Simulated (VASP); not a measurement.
# Sr (Im-3m) in VASP: notebook

Aim: see how the results for Sr move with the level of theory and the settings. Levels: PBE, r2SCAN. Tasks: single point.

Program: VASP 6.6.1. These are calculated values, not measurements. Logs are shortened: lines on timing, memory, paths and dates and some standing lists are left out, and cuts for length are marked.

**1. Starting point**

The structure is cubic, space group Im-3m (No. 229). The conventional cell has a = 4.826 Å, b = 4.826 Å, c = 4.826 Å, α = 90.00°, β = 90.00°, γ = 90.00°. Around Sr (site symmetry m-3m) lie 8 Sr at 4.18 Å.

The cell was built by a generator and needn't be a form met in nature.

**2. Single point, PBE**

Input file INCAR:

```
SYSTEM = Sr
ALGO     = Normal         ! electronic algorithm
EDIFF    = 1E-7           ! SCF threshold, eV
ENCUT    = 520            ! plane-wave cutoff, eV
GGA      = PE             ! functional
ISIF     = 2              ! what is computed and relaxed
ISMEAR   = 0              ! smearing method
LASPH    = .True.         ! aspherical terms in the spheres
LCHARG   = .False.        ! write CHGCAR
LREAL    = .False.        ! projectors in reciprocal space
LWAVE    = .False.        ! write WAVECAR
NBANDS   = 11             ! bands
NELM     = 80             ! most SCF steps
PREC     = Accurate       ! precision mode
SIGMA    = 0.05           ! smearing width, eV
```

Input file KPOINTS:

```
k-points
0
Gamma
  6 6 6
  0 0 0
```

Input file POSCAR:

```
Sr
1.0
   -2.4128491982      2.4128491982      2.4128491982
    2.4128491982     -2.4128491982      2.4128491982
    2.4128491982      2.4128491982     -2.4128491982
Sr
1
Direct
    0.0000000000      0.0000000000      0.0000000000
```

Potentials or basis: VASP PAW PBE potentials, release 64 (Sr_sv).

Started as:

```console
> cat potpaw_PBE.64/Sr_sv/POTCAR > POTCAR
> mpirun -np 1 vasp_std > vasp.out
```

OUTCAR:

```text
SYSTEM = Sr
   EDIFF = 1E-7
   ENCUT = 520
   GGA = PE
   ISIF = 2
   ISMEAR = 0
   LASPH = .True.
   LREAL = .False.
   NELM = 80
   PREC = Accurate

 ion  position               nearest neighbor table
   1  0.000  0.000  0.000-

  LATTYP: Found a body centered cubic cell.
 ALAT       =     4.8256983964

  Lattice vectors:

 A1 = (  -2.4128491982,   2.4128491982,   2.4128491982)
 A2 = (   2.4128491982,  -2.4128491982,   2.4128491982)
 A3 = (   2.4128491982,   2.4128491982,  -2.4128491982)

Analysis of symmetry for initial positions (statically):
=====================================================================
 Subroutine PRICEL returns:
 Original cell was already a primitive cell.

 Routine SETGRP: Setting up the symmetry group for a
 body centered cubic supercell.

 Subroutine GETGRP returns: Found 48 space group operations
 (whereof 48 operations were pure point group operations)
 out of a pool of 48 trial point group operations.

The static configuration has the point symmetry O_h .

Analysis of symmetry for dynamics (positions and initial velocities):
=====================================================================
 Subroutine PRICEL returns:
 Original cell was already a primitive cell.

 Routine SETGRP: Setting up the symmetry group for a
 body centered cubic supercell.

 Subroutine GETGRP returns: Found 48 space group operations
 (whereof 48 operations were pure point group operations)
 out of a pool of 48 trial point group operations.

The dynamic configuration has the point symmetry O_h .

 Subroutine INISYM returns: Found 48 space group operations
 (whereof 48 operations are pure point group operations),
 and found     1 'primitive' translations

----------------------------------------------------------------------------------------

                                     Primitive cell

  volume of cell :      56.1889

  direct lattice vectors                    reciprocal lattice vectors
    -2.412849198  2.412849198  2.412849198     0.000000000  0.207223891  0.207223891
     2.412849198 -2.412849198  2.412849198     0.207223891  0.000000000  0.207223891
     2.412849198  2.412849198 -2.412849198     0.207223891  0.207223891  0.000000000

  length of vectors
     4.179177402  4.179177402  4.179177402     0.293058838  0.293058838  0.293058838

  position of ions in fractional coordinates (direct lattice)
     0.000000000  0.000000000  0.000000000

  ion indices of the primitive-cell ions
   primitive index   ion index
                 1           1

----------------------------------------------------------------------------------------

 KPOINTS: k-points

Automatic generation of k-mesh.
 Grid dimensions read from file:
 generate k-points for:    6    6    6

 Generating k-lattice:

  Cartesian coordinates                     Fractional coordinates (reciprocal lattice)
     0.000000000  0.034537315  0.034537315     0.166666667  0.000000000  0.000000000
     0.034537315  0.000000000  0.034537315     0.000000000  0.166666667  0.000000000
     0.034537315  0.034537315  0.000000000     0.000000000  0.000000000  0.166666667

  Length of vectors
     0.048843140  0.048843140  0.048843140

  Shift w.r.t. Gamma in fractional coordinates (k-lattice)
     0.000000000  0.000000000  0.000000000

 Subroutine IBZKPT returns following result:
 ===========================================

 Found     16 irreducible k-points:

 Following reciprocal coordinates:
            Coordinates               Weight
  0.000000  0.000000  0.000000      1.000000
  0.166667  0.000000  0.000000     12.000000
  0.333333  0.000000  0.000000     12.000000
  0.500000  0.000000  0.000000      6.000000
  0.166667  0.166667  0.000000     24.000000
  0.333333  0.166667 -0.000000     48.000000
[... 8 lines left out ...]
  0.500000  0.500000  0.333333     12.000000
  0.500000  0.500000  0.500000      1.000000
   k-points           NKPTS =     16   k-points in BZ     NKDIM =     16   number of bands    NBANDS=     11
   number of dos      NEDOS =    301   number of ions     NIONS =      1
   total plane-waves  NPLWV =  32768
   dimension x,y,z NGX =    32 NGY =   32 NGZ =   32
   dimension x,y,z NGXF=    64 NGYF=   64 NGZF=   64
   ions per type =               1
   NGX,Y,Z   is equivalent  to a cutoff of  12.73, 12.73, 12.73 a.u.
   NGXF,Y,Z  is equivalent  to a cutoff of  25.46, 25.46, 25.46 a.u.
 SYSTEM =  Sr
   PREC   = accura    normal or accurate (medium, high low for compatibility)
   ISTART =      0    job   : 0-new  1-cont  2-samecut
   ICHARG =      2    charge: 1-file 2-atom 10-const
   ISPIN  =      1    spin polarized calculation?
   LNONCOLLINEAR =      F non collinear calculations
   LSORBIT =      F    spin-orbit coupling
   LASPH  =      T    aspherical Exc in radial PAW
   ENCUT  =  520.0 eV  38.22 Ry    6.18 a.u.   7.77  7.77  7.77*2*pi/ulx,y,z
   NELM   =     80;   NELMIN=  2; NELMDL= -5     # of ELM steps
   EDIFF  = 0.1E-06   stopping-criterion for ELM
   LREAL  =      F    real-space projection
   EDIFFG = 0.1E-05   stopping-criterion for IOM
   NSW    =      0    number of steps for IOM
   IBRION =     -1    ionic relax: 0-MD 1-quasi-New 2-CG
   NFREE  =      0    steps in history (QN), initial steepest desc. (CG)
   ISIF   =      2    stress and relaxation
   ISYM   =      2    0-nonsym 1-usesym 2-fastsym
   POTIM  = 0.5000    time-step for ionic-motion
   TEBEG  =    0.0;   TEEND  =   0.0 temperature during run
   PSTRESS=    0.0 pullay stress
   NELECT =      10.0000    total number of electrons
   NUPDOWN=      -1.0000    fix difference up-down
   EMIN   =  10.00;   EMAX   =-10.00  energy-range for DOS
   EFERMI =   0.00;   METHOD = LEGACY
   ISMEAR =     0;   SIGMA  =   0.05  broadening in eV -4-tet -1-fermi 0-gaus
   EFERMI_NEDOS =   21; number of points for ismear=-14 and -15
   IALGO  =     38    algorithm
   IMIX   =      4    mixing-type and parameters
     AMIX     =   0.40;   BMIX     =  1.00
     AMIX_MAG =   1.60;   BMIX_MAG =  1.00
  volume/ion in A,a.u.               =      56.19       379.18
  Fermi-wavevector in a.u.,A,eV,Ry     =   0.920855  1.740164 11.537389  0.847974
  Thomas-Fermi vector in A             =   2.046207
   LORBIT       =      0    0 simple, 1 ext, 2 COOP (PROOUT), +10 PAW based schemes
   GGA     = PE    functional components
   LHFCALC =     F    Hartree Fock is set to
   AEXX    =    0.0000 exact exchange contribution
   IVDW    =     0    specifies the selected vdW correction
   LEPSILON=     F    determine dielectric tensor
   LRPA    =     F    only Hartree local field effects (RPA)
 non-spin polarized calculation
 Gauss-broadening in eV      SIGMA  =   0.05
  energy-cutoff  :      520.00
  volume of cell :       56.19
 maximum number of plane-waves:      1525
   NGX = 15   NGY = 15   NGZ = 15

 number of electron      10.0000000 magnetization

 Free energy of the ion-electron system (eV)
  ---------------------------------------------------
  ext. energy  EPLUGINS =         0.00000000
  ---------------------------------------------------
  free energy    TOTEN  =        -1.62362888 eV

  energy without entropy =       -1.62177191  energy(sigma->0) =       -1.62270040

 E-fermi :   1.5316     XC(G=0):  -7.2812

 val. band max:        1.5226693325   @ k =   0.5000   0.5000   0.3333
 cond. band min:       1.6142985443   @ k =   0.5000   0.5000   0.1667
 fundamental gap:      0.0916292118
 Fermi energy:         1.5315915199

 k-point     1 :       0.0000    0.0000    0.0000
  band No.  band energies     occupation
      1     -35.1380      2.00000
      2     -17.0284      2.00000
      3     -17.0284      2.00000
      4     -17.0284      2.00000
      5      -2.0920      2.00000
      6       3.8686      0.00000
      7       3.8686      0.00000
      8       3.8686      0.00000
      9       5.1576      0.00000
     10       5.1576      0.00000
     11       9.5094      0.00000

 k-point     2 :       0.1667    0.0000    0.0000
  band No.  band energies     occupation
      1     -35.1345      2.00000
      2     -17.0753      2.00000
      3     -17.0439      2.00000
      4     -17.0284      2.00000
      5      -1.6391      2.00000
      6       3.4783      0.00000
      7       3.5122      0.00000
      8       4.3101      0.00000
      9       4.8589      0.00000
     10       5.1566      0.00000
     11       9.7409      0.00000

 k-point     3 :       0.3333    0.0000    0.0000
  band No.  band energies     occupation
      1     -35.1277      2.00000
      2     -17.1668      2.00000
      3     -17.0746      2.00000
      4     -17.0284      2.00000
      5      -0.4654      2.00000
      6       2.4176      0.00000
      7       2.9619      0.00000
      8       5.0267      0.00000
      9       5.3511      0.00000
     10       5.5489      0.00000
     11       8.1792      0.00000

 k-point     4 :       0.5000    0.0000    0.0000
  band No.  band energies     occupation
      1     -35.1242      2.00000
      2     -17.2115      2.00000
      3     -17.0898      2.00000
      4     -17.0284      2.00000
      5       0.5285      2.00000
      6       1.7098      0.00000
      7       2.7360      0.00000
      8       4.9700      0.00000
      9       5.6346      0.00000
     10       6.8190      0.00000
     11       7.3269      0.00000
[... 127 lines left out ...]
 k-point    14 :      -0.3333    0.3333    0.3333
  band No.  band energies     occupation
      1     -35.1191      2.00000
      2     -17.1492      2.00000
      3     -17.1257      2.00000
      4     -17.1257      2.00000
      5       0.7813      2.00000
      6       2.0165      0.00000
      7       3.9489      0.00000
      8       3.9489      0.00000
      9       4.5175      0.00000
     10       5.5896      0.00000
     11       8.6330      0.00000

 k-point    15 :       0.5000    0.5000    0.3333
  band No.  band energies     occupation
      1     -35.1162      2.00000
      2     -17.1729      2.00000
      3     -17.1426      2.00000
      4     -17.1277      2.00000
      5       1.4628      1.94823
      6       1.5227      1.19924
      7       3.6890      0.00000
      8       4.1306      0.00000
      9       5.2757      0.00000
     10       6.5247      0.00000
     11       6.9147      0.00000

 k-point    16 :       0.5000    0.5000    0.5000
  band No.  band energies     occupation
      1     -35.1136      2.00000
      2     -17.1600      2.00000
      3     -17.1600      2.00000
      4     -17.1600      2.00000
      5       1.4045      1.99967
      6       1.4045      1.99967
      7       5.0525      0.00000
      8       5.0525      0.00000
      9       5.0525      0.00000
     10       6.4342      0.00000
     11       6.4342      0.00000

------------------------ aborting loop because EDIFF is reached ----------------------------------------

  FORCE on cell =-STRESS in cart. coord.  units (eV):
  Direction    XX          YY          ZZ          XY          YZ          ZX
  --------------------------------------------------------------------------------------
  -------------------------------------------------------------------------------------
  Total       -0.2154285     -0.2154285     -0.2154285      0.0000000      0.0000000     -0.0000000
  in kB       -6.1427559     -6.1427559     -6.1427559      0.0000000      0.0000000     -0.0000000
  external PRESSURE =      -6.1427559 kB  Pullay stress =       0.0000000 kB

 VOLUME and BASIS-vectors are now :
 -----------------------------------------------------------------------------
  energy-cutoff  :      520.00
  volume of cell :       56.19
      direct lattice vectors                 reciprocal lattice vectors
    -2.412849198  2.412849198  2.412849198     0.000000000  0.207223891  0.207223891
     2.412849198 -2.412849198  2.412849198     0.207223891  0.000000000  0.207223891
     2.412849198  2.412849198 -2.412849198     0.207223891  0.207223891  0.000000000

 POSITION                                       TOTAL-FORCE (eV/Angst)
 -----------------------------------------------------------------------------------
      0.00000      0.00000      0.00000        -0.000000     -0.000000     -0.000000
 -----------------------------------------------------------------------------------
    total drift:                                0.000000      0.000000     -0.000000

  FREE ENERGIE OF THE ION-ELECTRON SYSTEM (eV)
  ---------------------------------------------------
  free  energy   TOTEN  =        -1.6236288833 eV

  energy  without entropy=       -1.6217719122  energy(sigma->0) =       -1.62270040
```

Run time: 14 s. Hardware: 1 thread of AMD EPYC 7R43 (Zen 3), shared host; peak memory 0.13 GiB.

Results:

| Property | Result |
| --- | --- |
| Free energy | -1.6236 eV |
| Pressure | -0.6 GPa |
| Band gap on the k mesh | none (metal or under the smearing width) |

Levels at points of the mesh, in eV from the Fermi level:
```
           k point  band 1  band 2  band 3  band 4  band 5  band 6  band 7  band 8  band 9  band 10
(0.00, 0.00, 0.00)  -36.67  -18.56  -18.56  -18.56   -3.62    2.34    2.34    2.34    3.63     3.63
(0.50, 0.00, 0.00)  -36.66  -18.74  -18.62  -18.56   -1.00    0.18    1.20    3.44    4.10     5.29
(0.50, 0.50, 0.50)  -36.65  -18.69  -18.69  -18.69   -0.13   -0.13    3.52    3.52    3.52     4.90
```

**3. Single point, r2SCAN**

This run uses another cell than the first one, of 55.51 Å³/atom, 0.988 times its volume.

Input file POSCAR:

```
Sr
1.0
   -2.4030699392      2.4030699392      2.4030699392
    2.4030699392     -2.4030699392      2.4030699392
    2.4030699392      2.4030699392     -2.4030699392
Sr
1
Direct
    0.0000000000      0.0000000000      0.0000000000
```

Input file INCAR.step1:

```
SYSTEM = Sr
PREC = Accurate
ENCUT = 520
ISMEAR = 0
SIGMA = 0.05
LREAL = .False.
LASPH = .True.
NELM = 60
NBANDS = 11
GGA = PE
ALGO = Normal
EDIFF = 1E-4
LWAVE = .True.
LCHARG = .False.
```

Input file INCAR.step2:

```
SYSTEM = Sr
PREC = Accurate
ENCUT = 520
EDIFF = 1E-6
ISMEAR = 0
SIGMA = 0.05
LREAL = .False.
LASPH = .True.
NELM = 60
ALGO = Normal
ISIF = 2
LWAVE = .False.
LCHARG = .True.
METAGGA = R2SCAN
LMIXTAU = .True.
LELF = .True.
LVHAR = .True.
NBANDS = 11
ISTART = 1
```

Input file KPOINTS:

```
Automatic mesh
0
Gamma
  12 12 12
  0 0 0
```

Potentials or basis: VASP PAW PBE potentials, release 64 (Sr_sv).

Started as:

```console
> cat potpaw_PBE.64/Sr_sv/POTCAR > POTCAR
> cp INCAR.step1 INCAR
> mpirun -np 1 vasp_std > vasp.out
> cp INCAR.step2 INCAR
> mpirun -np 1 vasp_std > vasp.out
```

Wall time 3.5 min (1 thread of AMD EPYC 7R43 (Zen 3), shared host); peak memory 0.17 GiB.

It converged, with:

- Free energy: -15.0882 eV
- Pressure: 0.0 GPa
- Band gap on the k mesh: none (metal or under the smearing width)

Levels at points of the mesh, in eV from the Fermi level:
| k point | band 1 | band 2 | band 3 | band 4 | band 5 | band 6 | band 7 | band 8 | band 9 | band 10 |
| --- | --- | --- | --- | --- | --- | --- | --- | --- | --- | --- |
| (0.00, 0.00, 0.00) | -38.08 | -19.34 | -19.34 | -19.34 | -3.86 | 2.70 | 2.70 | 2.70 | 4.03 | 4.03 |
| (0.50, 0.00, 0.00) | -38.06 | -19.54 | -19.40 | -19.34 | -0.98 | 0.08 | 1.43 | 3.89 | 4.56 | 5.79 |
| (0.50, 0.50, 0.50) | -38.05 | -19.48 | -19.48 | -19.48 | -0.13 | -0.13 | 3.81 | 3.81 | 3.81 | 5.39 |

Caveat: the PAW data sets were made with another functional, which shifts forces and pressure a little.

**4. Single point, r2SCAN**

This run uses another cell than the first one, of 55.51 Å³/atom, 0.988 times its volume.

POSCAR is that of step 3.

Input file INCAR.step1:

```
PREC = Accurate
ENCUT = 520
ISMEAR = 0
SIGMA = 0.05
LREAL = False
LASPH = True
NELM = 80
NBANDS = 11
GGA = PE
ALGO = Normal
EDIFF = 1E-4
LWAVE = True
LCHARG = False
```

Input file INCAR.step2:

```
PREC = Accurate
ENCUT = 520
EDIFF = 1E-6
ISMEAR = 0
SIGMA = 0.05
LREAL = False
LASPH = True
NELM = 80
ALGO = Normal
ISIF = 2
LWAVE = False
LCHARG = False
METAGGA = R2SCAN
LMIXTAU = True
NBANDS = 11
ISTART = 1
```

Input file KPOINTS:

```
Automatic mesh
0
Gamma
  12 12 12
```

Started as:

```console
> cat potpaw_PBE.64/Sr_sv/POTCAR > POTCAR
> cp INCAR.step1 INCAR
> mpirun -np 1 vasp_std > vasp.out
> cp INCAR.step2 INCAR
> mpirun -np 1 vasp_std > vasp.out
```

Wall time 3.8 min (1 thread of AMD EPYC 7R43 (Zen 3), shared host); peak memory 0.16 GiB.

Results (log left out):

| Item | Value |
| --- | --- |
| Free energy | -15.0882 eV |
| Pressure | 0.0 GPa |
| Band gap on the k mesh | none (metal or under the smearing width) |

Levels at points of the mesh, in eV from the Fermi level:
```
           k point  band 2  band 3  band 4  band 5  band 6  band 7  band 8  band 9
(0.00, 0.00, 0.00)  -19.34  -19.34  -19.34   -3.86    2.70    2.70    2.70    4.03
(0.50, 0.00, 0.00)  -19.54  -19.40  -19.34   -0.98    0.08    1.43    3.89    4.56
(0.50, 0.50, 0.50)  -19.48  -19.48  -19.48   -0.13   -0.13    3.81    3.81    3.81
```

Caveat: the PAW data sets were made with another functional, which shifts forces and pressure a little.

**5. Single point, PBE**

This run uses another cell than the first one, of 53.28 Å³/atom, 0.948 times its volume.

Input file INCAR:

```
SYSTEM = Sr
  PREC = Accurate
  ENCUT = 520
  EDIFF = 1E-7
  ISMEAR = 0
  SIGMA = 0.05
  LREAL = .False.
  LASPH = .True.
  NELM = 80
  ALGO = Fast
  ISIF = 2
  LWAVE = .False.
  LCHARG = .False.
  GGA = PE
  NBANDS = 11
```

Input file KPOINTS:

```
regular mesh
0
Gamma
  6 6 6
  0 0 0
```

Input file POSCAR:

```
Sr
1.0
   -2.3704198343      2.3704198343      2.3704198343
    2.3704198343     -2.3704198343      2.3704198343
    2.3704198343      2.3704198343     -2.3704198343
Sr
1
Direct
    0.0000000000      0.0000000000      0.0000000000
```

Started as:

```console
> cat potpaw_PBE.64/Sr_sv/POTCAR > POTCAR
> mpirun -np 1 vasp_std > vasp.out
```

It took 17 s on 1 thread of AMD EPYC 7R43 (Zen 3), shared host; peak memory 0.13 GiB.

Results (log left out):

```yaml
Free_energy: -1.6292 eV
Pressure: 0.0 GPa
Band_gap_on_the_k_mesh: none (metal or under the smearing width)
```

Levels at points of the mesh, in eV from the Fermi level:
| k point | band 1 | band 2 | band 3 | band 4 | band 5 | band 6 | band 7 | band 8 | band 9 | band 10 |
| --- | --- | --- | --- | --- | --- | --- | --- | --- | --- | --- |
| (0.00, 0.00, 0.00) | -36.52 | -18.40 | -18.40 | -18.40 | -3.66 | 2.44 | 2.44 | 2.44 | 3.80 | 3.80 |
| (0.50, 0.00, 0.00) | -36.51 | -18.62 | -18.48 | -18.40 | -0.99 | 0.30 | 1.25 | 3.63 | 4.31 | 5.58 |
| (0.50, 0.50, 0.50) | -36.49 | -18.56 | -18.56 | -18.56 | -0.15 | -0.15 | 3.78 | 3.78 | 3.78 | 5.16 |

**6. Summary**

| level | cell | k mesh | gap on the mesh (eV) | pressure (GPa) |
| --- | --- | --- | --- | --- |
| PBE | Im-3m, 56.19 Å³/atom | 6 × 6 × 6 | none | -0.6 |
| r2SCAN | Im-3m, 55.51 Å³/atom | 12 × 12 × 12 | none | 0.0 |
| PBE | Im-3m, 53.28 Å³/atom | 6 × 6 × 6 | none | 0.0 |

Alike in all rows: task single point; potentials or basis VASP PAW PBE potentials, release 64 (Sr_sv); no spin polarisation; cutoff (eV) 520; smearing gaussian 0.05 eV.

Every run on the cell as given and a fine mesh finds a metal. The pressure there spans -0.6 GPa (PBE) to 0.0 GPa (PBE); a positive pressure means that this level wants a larger cell, a negative one a smaller.

Caveats: the PAW data sets were made with another functional, which shifts forces and pressure a little (some runs).

Absolute energies hang on the potentials; compare differences alone.
